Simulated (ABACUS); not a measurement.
# FeCo (Wairauite) (Pm-3m) in ABACUS: reference runs

Aim: a first look at FeCo (Wairauite) with PBE, on the cell as given and on a disturbed one.

All numbers are computed with ABACUS 3.10.1; they aren't measurements. Logs are shortened: lines on timing, memory, paths and dates and some standing lists are left out, and cuts for length are marked.

### Step 1. The crystal as given

The structure is cubic, space group Pm-3m (No. 221). Conventional cell: a = 2.857 Å, b = 2.857 Å, c = 2.857 Å, α = 90.00°, β = 90.00°, γ = 90.00°. Around Co (site symmetry m-3m) lie 8 Fe at 2.47 Å. Fe (site symmetry m-3m) is surrounded by 8 Co at 2.47 Å.

### Step 2. Single point, PBE, collinear spin, ferromagnetic start

The input, INPUT:

```
INPUT_PARAMETERS
suffix              FeCo
calculation         scf
basis_type          pw
pseudo_dir          ./
symmetry            1
dft_functional      pbe
ecutwfc             97
pseudo_rcut         10
nspin               2
nbands              24
ks_solver           dav
smearing_method     fd
smearing_sigma      0.00367493
scf_thr             1e-08
scf_nmax            100
mixing_type         broyden
mixing_beta         0.4
cal_force           1
cal_stress          1
out_chg             1
out_pot             2
out_elf             1
```

The input, STRU:

```
ATOMIC_SPECIES
Co 58.9332 Co.upf
Fe 55.8450 Fe.upf

LATTICE_CONSTANT
1.8897261246

LATTICE_VECTORS
2.8570000000 0.0000000000 0.0000000000
0.0000000000 2.8570000000 0.0000000000
0.0000000000 0.0000000000 2.8570000000

ATOMIC_POSITIONS
Direct

Co
0.0
1
0.0000000000 0.0000000000 0.0000000000 1 1 1 mag 2

Fe
0.0
1
0.5000000000 0.5000000000 0.5000000000 1 1 1 mag 3
```

The input, KPT:

```
K_POINTS
0
Gamma
9 9 9 0 0 0
```

Potentials or basis: PseudoDojo NC SR 0.4.1 PBE standard, plane waves.

Run with:

```bash
> OMP_NUM_THREADS=1 mpirun -np 4 abacus > log
```

running log:

```text
ABACUS v3.10.1

               Atomic-orbital Based Ab-initio Computation at UStc

 ------------------------------------------------------------------------------------

 READING GENERAL INFORMATION
                           global_out_dir = OUT.FeCo/
                           global_in_card = INPUT
                               pseudo_dir = ./
                              orbital_dir =
                                    DSIZE = 4
                                    GSIZE = 1
[... 5 lines left out ...]

 READING ATOM TYPE 1
                               atom label = Co
                      L=0, number of zeta = 1
                      L=1, number of zeta = 1
                      L=2, number of zeta = 1
             number of atom for this type = 1
               magnetization of element 1 = 2

 READING ATOM TYPE 2
                               atom label = Fe
                      L=0, number of zeta = 1
                      L=1, number of zeta = 1
                      L=2, number of zeta = 1
             number of atom for this type = 1
               magnetization of element 2 = 3

                        TOTAL ATOM NUMBER = 2
DIRECT COORDINATES
    atom                   x                   y                   z     mag                  vx                  vy                  vz
taud_Co1            0.0000000000        0.0000000000        0.0000000000  2.0000        0.0000000000        0.0000000000        0.0000000000
taud_Fe1            0.5000000000        0.5000000000        0.5000000000  3.0000        0.0000000000        0.0000000000        0.0000000000

                          Volume (Bohr^3) = 157.372
                             Volume (A^3) = 23.3201

 Lattice vectors: (Cartesian coordinate: in unit of a_0)
               +2.857                  +0                  +0
                   +0              +2.857                  +0
                   +0                  +0              +2.857
 Reciprocal vectors: (Cartesian coordinate: in unit of 2 pi/a_0)
            +0.350018                  -0                  +0
                   -0           +0.350018                  -0
                   +0                  -0           +0.350018
 The esolver type has been set to : ksdft_pw

                PAO radial cut off (Bohr) = 10

 Read in pseudopotential file is Co.upf
                     pseudopotential type = NC
          exchange-correlation functional = PBE
                 nonlocal core correction = 1
                        valence electrons = 17
                                     lmax = 2
                           number of zeta = 4
                     number of projectors = 6
                           L of projector = 0
[... 5 lines left out ...]
                PAO radial cut off (Bohr) = 10

 Read in pseudopotential file is Fe.upf
                     pseudopotential type = NC
          exchange-correlation functional = PBE
                 nonlocal core correction = 1
                        valence electrons = 16
                                     lmax = 2
                           number of zeta = 4
                     number of projectors = 6
                           L of projector = 0
                           L of projector = 0
                           L of projector = 1
                           L of projector = 1
                           L of projector = 2
                           L of projector = 2
     initial pseudo atomic orbital number = 20
 The readin total magnetization is 5

 SETUP THE ELECTRONS NUMBER
            electron number of element Co = 17
      total electron number of element Co = 17
            electron number of element Fe = 16
      total electron number of element Fe = 16
            AUTOSET number of electrons:  = 33
                           occupied bands = 17
                                   NBANDS = 24
                                   NLOCAL = 18

%%%%%%%%%%%%%%%%%%%%%%%%%%%%%%%%%%%%%%%%%%%%%%%%%%%%%%%%%%%%%%%%%%%%%%%%%%%%%%%%%%%%%%%%%%%%%%%%%%%%%%%%%%
 Warning: the number of valence electrons in pseudopotential > 9 for Co: [Ar] 3d7 4s2
 Warning: the number of valence electrons in pseudopotential > 8 for Fe: [Ar] 3d6 4s2
 Pseudopotentials with additional electrons can yield (more) accurate outcomes, but may be less efficient.
 If you're confident that your chosen pseudopotential is appropriate, you can safely ignore this warning.
%%%%%%%%%%%%%%%%%%%%%%%%%%%%%%%%%%%%%%%%%%%%%%%%%%%%%%%%%%%%%%%%%%%%%%%%%%%%%%%%%%%%%%%%%%%%%%%%%%%%%%%%%%

 SETUP THE PLANE WAVE BASIS
 energy cutoff for charge/potential (unit:Ry) = 388
            fft grid for charge/potential = [ 36, 36, 36 ]
                        fft grid division = [ 1, 1, 1 ]
        big fft grid for charge/potential = [ 36, 36, 36 ]
                                     nbxx = 11664
                                     nrxx = 11664

 SETUP PLANE WAVES FOR CHARGE/POTENTIAL
                    number of plane waves = 20341
                         number of sticks = 885

[... 58 lines left out ...]
                                    ibrav = 1
                       right hand lattice = 1
(for k-lattice: )
                             BRAVAIS TYPE = 1
                     BRAVAIS LATTICE NAME = 01. Cubic P (simple)
                                    ibrav = 1
                       right hand lattice = 1
                        ROTATION MATRICES = 48
                               nkstot_ibz = 35
K-POINTS REDUCTION ACCORDING TO SYMMETRY
     IBZ    DIRECT_X    DIRECT_Y    DIRECT_Z  WEIGHT  ibz2bz
       1  0.00000000  0.00000000  0.00000000  0.0014       0
       2  0.11111111  0.00000000  0.00000000  0.0082       1
       3  0.22222222  0.00000000  0.00000000  0.0082       2
       4  0.33333333  0.00000000  0.00000000  0.0082       3
       5  0.44444444  0.00000000  0.00000000  0.0082       4
       6  0.11111111  0.11111111  0.00000000  0.0165      10
[... 22 lines left out ...]
      29  0.33333333  0.33333333  0.22222222  0.0329     192
      30  0.44444444  0.33333333  0.22222222  0.0658     193
[... 5 further k points ...]

                               nkstot now = 35
[... K-POINTS DIRECT COORDINATES: 35 rows ...]

           k-point number in this process = 35
       minimum distributed K point number = 35
[... stars of the k points ...]
                             nks(nspin=2) = 70
                          nkstot(nspin=2) = 70

[... K-POINTS CARTESIAN COORDINATES: 70 rows ...]

[... K-POINTS DIRECT COORDINATES: 70 rows ...]

 SETUP PLANE WAVES FOR WAVE FUNCTIONS
     energy cutoff for wavefunc (unit:Ry) = 97
              fft grid for wave functions = [ 36, 36, 36 ]
                    number of plane waves = 3287
                         number of sticks = 277

 PARALLEL PW FOR WAVE FUNCTIONS
     PROC   COLUMNS(POT)             PW
        1             70            822
        2             70            822
        3             68            822
        4             69            821
 --------------- sum -------------------
        4            277           3287

 SETUP NONLOCAL PSEUDOPOTENTIALS IN PLANE WAVE BASIS
 Co non-local projectors:
 projector 1 L=0
 projector 2 L=0
 projector 3 L=1
 projector 4 L=1
 projector 5 L=2
 projector 6 L=2
 Fe non-local projectors:
 projector 1 L=0
 projector 2 L=0
 projector 3 L=1
 projector 4 L=1
 projector 5 L=2
 projector 6 L=2
      TOTAL NUMBER OF NONLOCAL PROJECTORS = 36

 Init Non-Local PseudoPotential table :
 Init Non-Local-Pseudopotential done.

                                     npwx = 645

 Make real space PAO into reciprocal space.
       max mesh points in Pseudopotential = 1001
     dq(describe PAO in reciprocal space) = 0.01
                                    max q = 1186

 number of pseudo atomic orbitals for Co is 4
WARNING: norm of atomic wavefunction # 4 of atomic type Co is 0.999928, renormalized

 number of pseudo atomic orbitals for Fe is 4
WARNING: norm of atomic wavefunction # 4 of atomic type Fe is 0.999905, renormalized

 -------------------------------------------
 SELF-CONSISTENT
 -------------------------------------------
                                 init_chg = atomic

 PW ALGORITHM --------------- ION=   1  ELEC=   1--------------------------------
 Notice: Threshold on eigenvalues was too large.
 hsover_error=0.33 > DRHO=0.156108
 Origin diag ethr = 0.01
 New diag ethr = 0.000473054
          total magnetism (Bohr mag/cell) = 4.56339
       absolute magnetism (Bohr mag/cell) = 4.60023
                        nelec for spin up = 18.7817
                      nelec for spin down = 14.2183

 Density error is 0.156206869341
                          Error Threshold = 0.000473054164388
----------------------------------------------------------
     Energy           Rydberg                 eV
----------------------------------------------------------
 E_KohnSham     -556.6985522238      -7574.2723785936
 E_Harris       -557.9382017497      -7591.1386756689
 E_Fermi        1.3646274805         18.5667093823
----------------------------------------------------------
[... 167 lines left out ...]
 Density error is 2.10785645465e-10
                          Error Threshold = 3.56172796684e-11
----------------------------------------------------------
     Energy           Rydberg                 eV
----------------------------------------------------------
 E_KohnSham     -556.7656886361      -7575.1858163451
 E_KS(sigma->0) -556.7653203376      -7575.1808053870
 E_Harris       -556.7657910514      -7575.1872097761
 E_band         -35.4584222330       -482.4365844580
 E_one_elec     -238.0780908485      -3239.2186045010
 E_Hartree      140.1962595151       1907.4679676922
 E_xc           -91.6670512655       -1247.1942160684
 E_Ewald        -367.2160694403      -4996.2309415517
 E_entropy(-TS) -0.0007365970        -0.0100219162
 E_descf        0.0000000000         0.0000000000
 E_exx          0.0000000000         0.0000000000
 E_Fermi        1.3521230130         18.3965773737
----------------------------------------------------------

 charge density convergence is achieved
 final etot is -7575.1858163 eV
 EFERMI = 18.396577374 eV
The vacuum level is 12.641484619 eV

 STATE ENERGY(eV) AND OCCUPATIONS    NSPIN == 2
SPIN UP :
 1/35 kpoint (Cartesian) = 0.0000 0.0000 0.0000 (634 pws)
       1       -77.9842     0.00137174
       2       -70.6715     0.00137174
       3       -41.2966     0.00137174
       4       -41.2966     0.00137174
       5       -41.2966     0.00137174
       6       -36.7762     0.00137174
[... 146 lines left out ...]
      23        33.3809        0.00000
      24        34.7934        0.00000

[... levels at 64 further k points ...]

------------------------------------------------------------------------------------------
 TOTAL-FORCE (eV/Angstrom)
------------------------------------------------------------------------------------------
                       Co1         0.0000000000         0.0000000000         0.0000000000
                       Fe1         0.0000000000         0.0000000000         0.0000000000
------------------------------------------------------------------------------------------

----------------------------------------------------------------
 TOTAL-STRESS (KBAR)
----------------------------------------------------------------
       -14.5669075628         0.0000000000        -0.0000000000
         0.0000000000       -14.5669075628        -0.0000000000
        -0.0000000000        -0.0000000000       -14.5669075628
----------------------------------------------------------------
 TOTAL-PRESSURE: -14.566908 KBAR

 --------------------------------------------
 !FINAL_ETOT_IS -7575.1858163451024666 eV
 --------------------------------------------
```

Run time: 22 s. Hardware: 4 MPI ranks of Intel Xeon Platinum 8488C (Sapphire Rapids), shared host; peak memory 0.28 GiB.

Results:

```
Free energy            : -7575.1858 eV
Pressure               : -1.5 GPa
Band gap on the k mesh : none (metal or under the smearing width)
Net moment             : 4.61 μB per cell
Absolute moment        : 4.93 μB per cell
```

### Step 3. Single point, PBE, collinear spin, ferromagnetic start (atoms moved at random, drawn with an rms of 0.05 Å)

INPUT, as its differences from that of step 2:

```diff
@@ -20,4 +20,2 @@
 cal_stress          1
-out_chg             1
-out_pot             2
-out_elf             1
+kpar                4
```

STRU, as its differences from that of step 2:

```diff
@@ -18,3 +18,3 @@
 1
-0.0000000000 0.0000000000 0.0000000000 1 1 1 mag 2
+0.0176420000 -0.0010790000 0.0098900000 1 1 1 mag 2
 
@@ -23,2 +23,2 @@
 1
-0.5000000000 0.5000000000 0.5000000000 1 1 1 mag 3
+0.5056640000 0.4958460000 0.5046440000 1 1 1 mag 3
```

KPT is that of step 2.

Potentials or basis: PseudoDojo NC SR 0.4.1 PBE standard, plane waves.

Run with:

```bash
> OMP_NUM_THREADS=1 mpirun -np 4 abacus > log
```

running log:

```text
ABACUS v3.10.1

               Atomic-orbital Based Ab-initio Computation at UStc

 ------------------------------------------------------------------------------------

 READING GENERAL INFORMATION
                           global_out_dir = OUT.FeCo/
                           global_in_card = INPUT
                               pseudo_dir = ./
                              orbital_dir =
                                    DSIZE = 4
                                    GSIZE = 1
[... 5 lines left out ...]

 READING ATOM TYPE 1
                               atom label = Co
                      L=0, number of zeta = 1
                      L=1, number of zeta = 1
                      L=2, number of zeta = 1
             number of atom for this type = 1
               magnetization of element 1 = 2

 READING ATOM TYPE 2
                               atom label = Fe
                      L=0, number of zeta = 1
                      L=1, number of zeta = 1
                      L=2, number of zeta = 1
             number of atom for this type = 1
               magnetization of element 2 = 3

                        TOTAL ATOM NUMBER = 2
DIRECT COORDINATES
    atom                   x                   y                   z     mag                  vx                  vy                  vz
taud_Co1            0.0176420000        0.9989210000        0.0098900000  2.0000        0.0000000000        0.0000000000        0.0000000000
[... 433 lines left out ...]
 E_Harris       -556.7654268926      -7575.1822551422
 E_band         -35.4573880483       -482.4225136535
 E_one_elec     -238.1543198875      -3240.2557537844
 E_Hartree      140.2352126692       1907.9979525423
 E_xc           -91.6674988625       -1247.2003059387
 E_Ewald        -367.1779919635      -4995.7128709016
 E_entropy(-TS) -0.0007437517        -0.0101192613
 E_descf        0.0000000000         0.0000000000
 E_exx          0.0000000000         0.0000000000
 E_Fermi        1.3518532693         18.3929073222
----------------------------------------------------------

 charge density convergence is achieved
 final etot is -7575.1810973 eV
 EFERMI = 18.392907322 eV

 STATE ENERGY(eV) AND OCCUPATIONS    NSPIN == 2
SPIN UP :
 1/92 kpoint (Cartesian) = 0.0000 0.0000 0.0000 (2517 pws)
       1       -77.9846     0.00137174
       2       -70.6675     0.00137174
       3       -41.2980     0.00137174
       4       -41.2972     0.00137174
       5       -41.2960     0.00137174
       6       -36.7727     0.00137174
[... 146 lines left out ...]
      23        32.8287        0.00000
      24        33.8458        0.00000

[... levels at 178 further k points ...]

------------------------------------------------------------------------------------------
 TOTAL-FORCE (eV/Angstrom)
------------------------------------------------------------------------------------------
                       Co1        -0.2202097080        -0.0560091293        -0.0956668111
                       Fe1         0.2202097080         0.0560091293         0.0956668111
------------------------------------------------------------------------------------------

----------------------------------------------------------------
 TOTAL-STRESS (KBAR)
----------------------------------------------------------------
       -14.0061344167         0.2900279245         0.4988387229
         0.2900279245       -13.6036870073         0.1231495971
         0.4988387229         0.1231495971       -13.6529746136
----------------------------------------------------------------
 TOTAL-PRESSURE: -13.754265 KBAR

 --------------------------------------------
 !FINAL_ETOT_IS -7575.1810973437432040 eV
 --------------------------------------------
```

stdout:

```text
4,Local thread limit: 96
                              ABACUS v3.10.1

               Atomic-orbital Based Ab-initio Computation at UStc

[... 41 lines left out ...]
 TOTAL-STRESS (KBAR)
----------------------------------------------------------------
       -14.0061344167         0.2900279245         0.4988387229
         0.2900279245       -13.6036870073         0.1231495971
         0.4988387229         0.1231495971       -13.6529746136
----------------------------------------------------------------
 TOTAL-PRESSURE: -13.754265 KBAR
```

Run time: 2.6 min. Hardware: 4 MPI ranks of Intel Xeon Platinum 8488C (Sapphire Rapids), shared host; peak memory 1.1 GiB.

What came out:

| Quantity | Value |
| --- | --- |
| Free energy | -7575.1811 eV |
| Pressure | -1.4 GPa |
| Largest force | 0.247 eV/Å |
| Band gap on the k mesh | none (metal or under the smearing width) |
| Net moment | 4.61 μB per cell |
| Absolute moment | 4.92 μB per cell |

Forces on the atoms (eV/Å):
```
Co  -0.220 -0.056 -0.096
Fe   0.220  0.056  0.096
```

Levels at points of the mesh, in eV from the Fermi level:
Spin up:
```
           k point  band 17  band 18  band 19  band 20
(0.00, 0.00, 0.00)    -1.08    -1.08    -1.07     8.84
```
Spin down:
```tsv
k point	band 11	band 12	band 13	band 14	band 15	band 16	band 17	band 18
(0.00, 0.00, 0.00)	-3.48	-1.14	-1.13	-1.13	0.84	0.85	1.55	1.56
```
